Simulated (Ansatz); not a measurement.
# 1T-SrCl2 bilayer (AB) in a perpendicular field

What dipole does a perpendicular field induce in the 1T-SrCl2 bilayer (AB), and does the gap follow? A positive field points along +c.

Method: plane-wave DFT, PBE-D3(BJ), Ansatz PAW, in the first sound run; inputs show where later runs differ, in Ansatz 0.2.0.

## 1. The structure

The cell holds 6 atoms: 4 Cl and 2 Sr. Its edges and angles: a = 4.008 Å, b = 4.008 Å, c = 51.042 Å, α = 90.0°, β = 90.0°, γ = 120.0°. Regions: layer 1: 1T-SrCl2, 3 atoms (2 Cl and 1 Sr); layer 2: 1T-SrCl2, 3 atoms (2 Cl and 1 Sr). Vacuum lies along c.

## 2. Relaxation

The starting cell is a guess, so the in-plane lattice and the atoms are relaxed first, with the slab cut off from its images along the normal.

The input, input.yaml:

```yaml
crystal:
  lattice:
    - [4.008065, 0.0, 0.0]
    - [-2.0040325, 3.47108611, 0.0]
    - [0.0, 0.0, 51.0416938225]
  atoms:
    - { symbol: Cl, position: [0.6666666667, 0.3333333333, 0.4016324394] }
    - { symbol: Sr, position: [0.0, 0.0, 0.4356325543] }
    - { symbol: Cl, position: [0.3333333333, 0.6666666667, 0.4696326692] }
    - { symbol: Cl, position: [0.0, 0.0, 0.5303673308] }
    - { symbol: Sr, position: [0.3333333333, 0.6666666667, 0.5643674457] }
    - { symbol: Cl, position: [0.6666666667, 0.3333333333, 0.5983675606] }
  periodic: [true, true, false]
kpoints:
  mp_grid: { grid: [12, 12, 1] }
hamiltonian:
  xc: pbe
  dispersion: d3bj
scf:
  occupations: { method: fermi_dirac, width: 0.05 }
  convergence: { dr2_threshold: 1.0e-09 }
relax:
  f_tol: 0.004
  max_steps: 90
  cell: {}
output:
  write_potential: true
  write_density: true
  volumetric_format: npy
```

On the command line:

```sh
> ansatz run input.yaml --threads 4 --pin off --max-ram 6144MiB --backend cpu --events-out ev --progress --plain --runs-dir out
```

Numbers of over 12 decimals in the logs are rounded to 6 here.

The program printed:

```text
Warning: relax.cell: scf.convergence.dr2_threshold = 1e-9 eV is looser than the 1.49376542944e-10 eV advised for a relaxation that steers and ends on the stress (1e-10 eV for each atom of the cell: 6, times the square of relax.cell.stress_2d_tol = 0.05 N/m over 20.0 Å (the atoms' height at the walk's start and 5 Å past either face), 2.495e-2 GPa, over a crystal's default 0.05). What an SCF threshold leaves in a stress goes as its square root, and in the free energy as the threshold itself, and one threshold admits the most on a small cell: [figures from the program's tests cut] Set scf.convergence.dr2_threshold to 1.49376542944e-10 eV or tighter. [rest of the remark cut]
Engine: ansatz 0.2.0, x86_64-unknown-linux-gnu
Pseudopotentials: kind: paw
Pseudopotential: Cl, paw, valence charge 7, recommended cutoff 420 eV (normal), Cl.paw.azcp
Pseudopotential: Sr, paw, valence charge 10, recommended cutoff 420 eV (normal), Sr.paw.azcp
Functional definition: PBE
  parameter kappa = 0.804
  parameter beta = 0.066725
  exchange = pbe_x(kappa = kappa, mu = beta*pi^2/3)
  correlation = pbe_c(beta = beta)
Crystal: 6 atoms, lattice volume = 710.109 Å³
Basis set: ecut = 420 eV, 13947 PW (Γ), exchange–correlation on 54×54×720 points (8 copies of the dense FFT grid, shifted against one another)
Bands: 30, of which v1, the nominal top of the filled ones, is band 24 counted from 1 (23 counted from 0)
Symmetry: 12 space group operations
Space group: P-3m1 (ITA 164), of the structure as read, at distance tolerance 8.9e-5 Å
k-points: 19 of 144
Non-local potential: Cl, projectors of the file, l = 0: 2, l = 1: 2, l = 2: 2
Non-local potential: Sr, projectors of the file, l = 0: 3, l = 1: 2, l = 2: 2
PAW form: soft (Blöchl's): semilocal exchange-correlation on the pseudo side does not see the compensation charge
PAW one-centre angular grid: Cl, 110 points (default); XC on 64 Gauss nodes
PAW one-centre angular grid: Sr, 110 points (default); XC on 64 Gauss nodes
Initial density: superposition of atomic densities (neutral atoms: chi_scale 0, normalization atom), corrected by the library's trained network
Initial wavefunctions: pseudopotential atomic-orbital guess
Functional: x = pbe(κ = 0.804, μ = 0.219515), c = pbe(β = 0.066725)
SCF iter   1: F=—  HF=-11421.472220 eV  |F-HF|=—  |Δ(HF+E_count)|=         —  Δρ=4.33e-4  dr2=4.21e-3  ethr=1.77e-3  ⟨swp⟩=27.7  Hψ=6510  notcnv=0
preconditioner: auto → Resta (q_TF=auto, 1.741 Å⁻¹)  ε∞=1.5  [insulator: Δε(μ)=5.115 eV  Ē_g=13.475 eV  σ=0.050 eV  W_gap=1.00  n_scr=28 (ndim 8)  ℏωp=9.2 eV  f_vac=0.736  D(μ)=0.00/eV (n_scr^D=0)  ε∞_Penn≈1.5  vacuum switching on, ρ_ref=1.3e-2 e/Å³]
SCF iter   2: F=—  HF=-11421.474655 eV  |F-HF|=—  |Δ(HF+E_count)|=   2.44e-3  Δρ=2.28e-4  dr2=8.12e-4  ethr=8.76e-6  ⟨swp⟩=4.3  Hψ=1841  notcnv=0  defer=36
SCF iter   3: F=—  HF=-11421.475093 eV  |F-HF|=—  |Δ(HF+E_count)|=   4.38e-4  Δρ=1.02e-4  dr2=1.84e-4  ethr=1.69e-6  ⟨swp⟩=3.1  Hψ=1008  notcnv=0  defer=36
SCF iter   4: F=—  HF=-11421.475484 eV  |F-HF|=—  |Δ(HF+E_count)|=   3.90e-4  Δρ=2.82e-5  dr2=9.61e-6  ethr=3.84e-7  ⟨swp⟩=2.8  Hψ=965  notcnv=0  defer=36
SCF iter   5: F=—  HF=-11421.475509 eV  |F-HF|=—  |Δ(HF+E_count)|=   2.57e-5  Δρ=7.59e-6  dr2=4.16e-7  ethr=2.00e-8  ⟨swp⟩=3.3  Hψ=1172  notcnv=0  defer=36
SCF iter   6: F=—  HF=-11421.475571 eV  |F-HF|=—  |Δ(HF+E_count)|=   6.18e-5  Δρ=3.23e-6  dr2=4.60e-8  ethr=8.67e-10  ⟨swp⟩=2.7  Hψ=1086  notcnv=0  defer=36
SCF iter   7: F=—  HF=-11421.475571 eV  |F-HF|=—  |Δ(HF+E_count)|=   1.32e-7  Δρ=9.81e-7  dr2=1.18e-8  ethr=9.58e-11  ⟨swp⟩=3.1  Hψ=1138  notcnv=0  defer=36
SCF iter   8: F=-11421.475571 eV  HF=-11421.475571 eV  |F-HF|=3.06e-10  |Δ(HF+E_count)|=   7.12e-9  Δρ=1.68e-7  dr2=2.82e-10  ethr=2.08e-12  ⟨swp⟩=10.9  Hψ=5596  notcnv=0
SCF 1 converged in 8 iterations: F = -11421.475571 eV  dr2 = 2.82e-10
  greatest PAW one-centre occupation: 0.987 electrons in one spin orbital (limit 2), on the Sr atom at site 4 (counted from 0), in its partial waves of l = 0
relax step   1: F+E_penalty+E_count = -11421.47557129 eV  Δ(F+E_penalty+E_count) = +0.000e0 eV  max|allowed force component| = 5.096e-1 eV/Å  Δτ_max = 0.0000 Å  P = +3.731 N/m  Ω = 710.109 Å³  fix = [c, alpha, beta]  reactions: c +0.000 N/m  (8 SCF iters, accepted)
Crystal: 6 atoms, lattice volume = 754.953 Å³
Basis set: ecut = 420 eV, 14571 PW (Γ), exchange–correlation on 54×54×720 points (8 copies of the dense FFT grid, shifted against one another)
Initial density: handed on by an earlier stage of this run
Initial wavefunctions: those handed on with the density
iter 1 solved again at ethr=4.95e-4 eV; its pass at ethr=3.10e-3 eV (dr2=2.38e-1 eV) is discarded
SCF iter   1: F=—  HF=-11421.907914 eV  |F-HF|=—  |Δ(HF+E_count)|=         —  Δρ=3.25e-3  dr2=2.47e-1  ethr=4.95e-4  ⟨swp⟩=2.2  Hψ=5139  notcnv=0
preconditioner: auto → Resta (q_TF=auto, 1.724 Å⁻¹)  ε∞=1.4  [insulator: Δε(μ)=5.650 eV  Ē_g=13.652 eV  σ=0.050 eV  W_gap=1.00  n_scr=28 (ndim 8)  ℏωp=9.0 eV  f_vac=0.746  D(μ)=0.00/eV (n_scr^D=0)  ε∞_Penn≈1.4  vacuum switching on, ρ_ref=1.4e-2 e/Å³]
SCF iter   2: F=—  HF=-11421.842472 eV  |F-HF|=—  |Δ(HF+E_count)|=   6.54e-2  Δρ=1.54e-3  dr2=1.55e-2  ethr=4.95e-4  ⟨swp⟩=4.8  Hψ=1239  notcnv=0  defer=1
SCF iter   3: F=—  HF=-11421.839394 eV  |F-HF|=—  |Δ(HF+E_count)|=   3.08e-3  Δρ=5.87e-4  dr2=2.75e-3  ethr=3.23e-5  ⟨swp⟩=3.2  Hψ=1189  notcnv=0  defer=1
SCF iter   4: F=—  HF=-11421.839352 eV  |F-HF|=—  |Δ(HF+E_count)|=   4.24e-5  Δρ=2.80e-4  dr2=6.41e-4  ethr=5.72e-6  ⟨swp⟩=1.8  Hψ=806  notcnv=0  defer=1
SCF iter   5: F=—  HF=-11421.839316 eV  |F-HF|=—  |Δ(HF+E_count)|=   3.55e-5  Δρ=6.46e-5  dr2=3.30e-5  ethr=1.33e-6  ⟨swp⟩=2.7  Hψ=1077  notcnv=0  defer=1
SCF iter   6: F=—  HF=-11421.839301 eV  |F-HF|=—  |Δ(HF+E_count)|=   1.54e-5  Δρ=1.47e-5  dr2=3.98e-6  ethr=6.88e-8  ⟨swp⟩=3.2  Hψ=1251  notcnv=0  defer=1
SCF iter   7: F=—  HF=-11421.839375 eV  |F-HF|=—  |Δ(HF+E_count)|=   7.47e-5  Δρ=3.26e-6  dr2=1.63e-7  ethr=8.29e-9  ⟨swp⟩=3.0  Hψ=1134  notcnv=0  defer=1
SCF iter   8: F=—  HF=-11421.839375 eV  |F-HF|=—  |Δ(HF+E_count)|=   3.01e-8  Δρ=7.22e-7  dr2=2.61e-9  ethr=3.39e-10  ⟨swp⟩=3.2  Hψ=1260  notcnv=0  defer=1
SCF iter   9: F=-11421.839375 eV  HF=-11421.839375 eV  |F-HF|=3.62e-10  |Δ(HF+E_count)|=   4.06e-9  Δρ=2.57e-7  dr2=3.78e-10  ethr=2.08e-12  ⟨swp⟩=12.4  Hψ=5117  notcnv=0
SCF 2 converged in 9 iterations: F = -11421.839375 eV  dr2 = 3.78e-10
[...]
relax step  14: F+E_penalty+E_count = -11422.17591573 eV  Δ(F+E_penalty+E_count) = -6.161e-5 eV  max|allowed force component| = 2.165e-3 eV/Å  Δτ_max = 0.0109 Å  P = -0.010 N/m  Ω = 928.647 Å³  energy of the carried Pulay correction = -6.317e-4 eV  fix = [c, alpha, beta]  reactions: c -0.000 N/m  (7 SCF iters, accepted)
relax step  15: F+E_penalty+E_count = -11422.18368740 eV  Δ(F+E_penalty+E_count) = -7.772e-3 eV  max|allowed force component| = 2.721e-3 eV/Å  Δτ_max = 0.0000 Å  P = +0.078 N/m  Ω = 928.647 Å³  fix = [c, alpha, beta]  reactions: c +0.000 N/m  stress off target by 7.79e-2 N/m on what of the cell is left free  SCF on the basis re-selected at this cell (its energy is not comparable with the rows above)  (6 SCF iters)
relax step  16: F+E_penalty+E_count = -11422.18378309 eV  Δ(F+E_penalty+E_count) = -9.570e-5 eV  max|allowed force component| = 3.034e-2 eV/Å  Δτ_max = 0.0480 Å  P = +0.009 N/m  Ω = 938.127 Å³  energy of the carried Pulay correction = -2.416e-5 eV  fix = [c, alpha, beta]  reactions: c +0.000 N/m  (7 SCF iters, accepted)
relax step  17: F+E_penalty+E_count = -11422.18331554 eV  Δ(F+E_penalty+E_count) = +4.676e-4 eV  max|allowed force component| = 4.944e-2 eV/Å  Δτ_max = 0.0103 Å  P = -0.096 N/m  Ω = 940.372 Å³  energy of the carried Pulay correction = -3.033e-5 eV  fix = [c, alpha, beta]  (7 SCF iters, rejected (line search))
relax step  18: F+E_penalty+E_count = -11422.18402251 eV  Δ(F+E_penalty+E_count) = -2.394e-4 eV  max|allowed force component| = 3.069e-3 eV/Å  Δτ_max = 0.0050 Å  P = -0.010 N/m  Ω = 937.841 Å³  energy of the carried Pulay correction = -2.338e-5 eV  fix = [c, alpha, beta]  reactions: c -0.000 N/m  (7 SCF iters, accepted)
relax step  19: F+E_penalty+E_count = -11422.18407340 eV  Δ(F+E_penalty+E_count) = -5.089e-5 eV  max|allowed force component| = 5.764e-4 eV/Å  Δτ_max = 0.0138 Å  P = -0.003 N/m  Ω = 935.496 Å³  energy of the carried Pulay correction = -1.715e-5 eV  fix = [c, alpha, beta]  reactions: c -0.000 N/m  (7 SCF iters, accepted)
iter 1 solved again at ethr=3.07e-6 eV; its pass at ethr=3.10e-3 eV (dr2=1.48e-3 eV) is discarded
SCF iter   1: F=—  HF=-11422.183872 eV  |F-HF|=—  |Δ(HF+E_count)|=         —  Δρ=4.86e-6  dr2=1.14e-7  ethr=3.07e-6  ⟨swp⟩=6.1  Hψ=8509  notcnv=0  defer=1
eigensolver tolerance schedule: the retry pair's looser diagonalisation over-reported the residual by 12895.78 of it (diagonalisation noise at an unbounded share of the residual, at the tolerance the schedule requests for it); recorded, not acted on — ethr = c·dr2/N_el stays at c = 1.0e-1
preconditioner: auto → Resta (q_TF=auto, 1.663 Å⁻¹)  ε∞=1.3  [insulator: Δε(μ)=5.584 eV  Ē_g=13.616 eV  σ=0.050 eV  W_gap=1.00  n_scr=80 (ndim 8)  ℏωp=8.1 eV  f_vac=0.794  D(μ)=0.00/eV (n_scr^D=0)  ε∞_Penn≈1.3  vacuum switching on, ρ_ref=1.3e-2 e/Å³]
SCF iter   2: F=—  HF=-11422.184063 eV  |F-HF|=—  |Δ(HF+E_count)|=   1.91e-4  Δρ=3.26e-6  dr2=1.02e-7  ethr=2.38e-10  ⟨swp⟩=5.6  Hψ=2446  notcnv=0  defer=1
SCF iter   3: F=—  HF=-11422.184066 eV  |F-HF|=—  |Δ(HF+E_count)|=   3.38e-6  Δρ=2.13e-6  dr2=2.42e-8  ethr=2.12e-10  ⟨swp⟩=2.6  Hψ=850  notcnv=0  defer=1
SCF iter   4: F=—  HF=-11422.184085 eV  |F-HF|=—  |Δ(HF+E_count)|=   1.94e-5  Δρ=6.28e-7  dr2=1.29e-9  ethr=5.05e-11  ⟨swp⟩=3.2  Hψ=1297  notcnv=0  defer=1
SCF iter   5: F=-11422.184091 eV  HF=-11422.184090 eV  |F-HF|=2.55e-7  |Δ(HF+E_count)|=   4.97e-6  Δρ=1.15e-7  dr2=1.29e-10  ethr=2.08e-12  ⟨swp⟩=21.1  Hψ=5763  notcnv=0
SCF 20 converged in 5 iterations: F = -11422.184091 eV  dr2 = 1.29e-10
relax step  20: F+E_penalty+E_count = -11422.18409067 eV  Δ(F+E_penalty+E_count) = -1.726e-5 eV  max|allowed force component| = 5.758e-4 eV/Å  Δτ_max = 0.0000 Å  P = -0.003 N/m  Ω = 935.496 Å³  fix = [c, alpha, beta]  reactions: c -0.000 N/m  stress off target by 2.53e-3 N/m on what of the cell is left free  SCF on the basis re-selected at this cell (its energy is not comparable with the rows above)  (5 SCF iters)
basis re-selected at this cell: Δ(F+E_penalty+E_count) = -1.726e-5 eV, ΔP = -0.000 N/m vs the last step (what re-selecting the basis moved, of the pressure what is left beyond the Pulay correction that the steps carried, after the strain that the cell walked since its last selection, with what the two solves' SCF thresholds leave and, on support functions, any second-order correction that the steps lacked; it is no m [...]
WARN: The output density's exchange-correlation potential varies sharply where the density is thin. Do not read a vacuum level from v_tot or v_xc, or from such a field of the output density. On a cell that repeats whose density bears no net charge and no dipole along the vacuum's axis use v_es (v_loc + v_h of the components); under efield.dipole_correction with no amplitude use v_es + v_field, which holds any externa [...]
SCF converged after 5 iterations
Free energy (F): -11422.184091 eV
Harris-Foulkes:  -11422.184090 eV  (|F-HF|=2.55e-7)
Internal energy: -11422.184091 eV  (E = F + TS)
E sigma→0 (E₀):  -11422.184091 eV
Fermi energy:    -4.814306 eV
--- Per-component energies (eV) ---
  E_band       = -796.863340
  E_kinetic    = 1136.812167
  E_local      = -114534.317284  (includes V_loc(G=0)·N_el)
  E_nonlocal   = 517.760436
  E_hartree    = 56483.676123
  E_xc         = -777.709103
  E_vxc        = -815.388236  (∫ρ·V_xc dr)
  E_paw        = -8026.715481  (= ΣΔE_a)
  E_vpaw       = -69.084024  (= ΣTr[D̂ρ^β])
  E_aug_tail   = 0.000357  (compensation charges beyond the density's cutoff)
  E_ewald      = 53779.324228
  E_disp       = -1.015533  (pairwise vdW)
  E_smearing   = -0.000000  (= −TS)
  E_closure    = 0.000000  (closes the sum)
  Σ components = -11422.184091   (vs F -11422.184091, Δ=0.00e0)
--- Forces (eV/Å), atoms counted from 1 ---
  atom   1  Cl     0.00000000     0.00000000     0.00026572
  atom   2  Sr    -0.00000000    -0.00000000     0.00040847
  atom   3  Cl     0.00000000    -0.00000000     0.00057576
  atom   4  Cl     0.00000000     0.00000000    -0.00057576
  atom   5  Sr    -0.00000000     0.00000000    -0.00040847
  atom   6  Cl     0.00000000    -0.00000000    -0.00026572
  max |Σ_I F_I| component: 2.31e-18 eV/Å
--- 2D stress c σ (N/m, compression-positive) ---
       -0.002534       0.000000       0.000000
       -0.000000      -0.002534       0.000000
        0.000000       0.000000      -0.000000
  P = ½ c Tr σ = -0.0025 N/m
--- Band table (eV; the first three rows and the last of 19) ---
  k-point 0: bands = [... 20 lower, -8.1509, -7.9513, -7.9513, -7.7970, -2.1215, -1.5208 (-1.5208°), -1.1612, -1.1612, ... 2 higher]
  k-point 1: bands = [... 20 lower, -8.1609, -7.9614, -7.9491, -7.7694, -1.9851, -1.4637 (-1.4637°), -1.1773 (-1.1773°), -1.0935, ... 2 higher]
  k-point 2: bands = [... 20 lower, -8.1807, -7.9941, -7.8747, -7.7541, -1.6572 (-1.6572°), -1.3598 (-1.3598°), -1.2131 (-1.2131°), -1.0844 (-1.0844°), ... 2 higher]
  k-point 18: bands = [... 20 lower, -8.1029, -7.9417, -7.9417, -7.8896, -1.0650, -0.9093, -0.9093, -0.4373, ... 2 higher]
  ° read free of the cell's end (the report's vacuum.weakly_bound_levels)
--- Relaxed structure (18 steps of the walk, 15 accepted, 2 SCFs on fresh bases) ---
  F+E_penalty+E_count = -11422.18409067 eV   max|allowed force component| = 5.758e-4 eV/Å   (the final SCF, on the basis selected at the relaxed cell)
  cell:  # Å, volume = 935.4956 Å³
    - [4.600373, 0, 0]
    - [-2.300186, 3.984040, 0]
    - [0, 0, 51.0416938225]
  atoms:
    - { symbol: Cl, position: [0.666667, 0.333333, 0.430569] }
    - { symbol: Sr, position: [0, 0, 0.456079] }
    - { symbol: Cl, position: [0.333333, 0.666667, 0.479572] }
    - { symbol: Cl, position: [0, 0, 0.520428] }
    - { symbol: Sr, position: [0.333333, 0.666667, 0.543921] }
    - { symbol: Cl, position: [0.666667, 0.333333, 0.569431] }
```

Elapsed: 3.1 min, on 4 threads of Intel Xeon Platinum 8488C (Sapphire Rapids), shared host; peak memory 1.5 GiB.

Step by step:

```tsv
step	energy less that of the first step (eV)	largest force component (eV/Å)	volume (Å³)
1	0.0000	0.5096	710.11
2	-0.3638	0.1214	754.95
3	-0.5206	0.1348	796.21
4	-0.6133	0.0574	836.88
5	-0.6514	0.0552	857.95
6	-0.6743	0.0483	869.70
7	-0.6890	0.0285	888.25
8	-0.6834	0.1940	910.39
9	-0.6863	0.1986	904.63
10	-0.6922	0.0369	897.05
11	-0.6973	0.0240	909.88
12	-0.7000	0.0128	929.18
13	-0.7003	0.0049	927.70
14	-0.7003	0.0022	928.65
15*	-0.7081	0.0027	928.65
16	-0.7082	0.0303	938.13
17	-0.7077	0.0494	940.37
18	-0.7085	0.0031	937.84
19	-0.7085	0.0006	935.50
20*	-0.7085	0.0006	935.50
```

Relaxation steps marked * repeat the geometry before them on a plane-wave basis chosen anew for their cell, so energy and pressure can jump there. Relaxation steps 8, 9, 17 were tried and not accepted.

The run keeps the 12 symmetry operations that it works with, so distortions that break them were not tested.

```tsv
cell as run	before	after	change
a (Å)	4.008	4.600	+14.8 %
b (Å)	4.008	4.600	+14.8 %
```

The atoms that moved most (Å, along periodic axes as changes of fractional coordinates times the final cell, across vacuum about the mean position):

```tsv
atom	dx	dy	dz	length
Cl6	0.000	0.000	-1.477	1.477
Cl1	0.000	0.000	1.477	1.477
Sr2	0.000	0.000	1.044	1.044
Sr5	0.000	0.000	-1.044	1.044
Cl3	0.000	0.000	0.507	0.507
Cl4	0.000	0.000	-0.507	0.507
```

Final coordinates:

```xyz
6
Lattice="4.6004 0.0000 0.0000 -2.3002 3.9840 0.0000 0.0000 0.0000 51.0417" Properties=species:S:1:pos:R:3
Cl    2.3002    1.3280   21.9770
Sr    0.0000    0.0000   23.2790
Cl    0.0000    2.6560   24.4781
Cl    0.0000    0.0000   26.5635
Sr    0.0000    2.6560   27.7627
Cl    2.3002    1.3280   29.0647
```

This step gave:

- gap on the k-mesh: 5.583 eV

The lattice constant a goes from 4.008 to 4.600 Å.

(Part 1 of 3 ends here.)

[Logs are printed without paths, hosts, clocks, repeated set-up lines and the standing remarks that a program may print on its own settings, such as how far it seeks lower states.]

[Hosts, paths, dates, database ids (printed as entryN), source tags and the programs' standing remarks are cut or masked in the printed files.]

[Maps of the electrostatic potential energy from Ansatz leave out the sawtooth potential of an applied field or a dipole correction, so their vacuum need not be flat; planar profiles and work functions include it.]
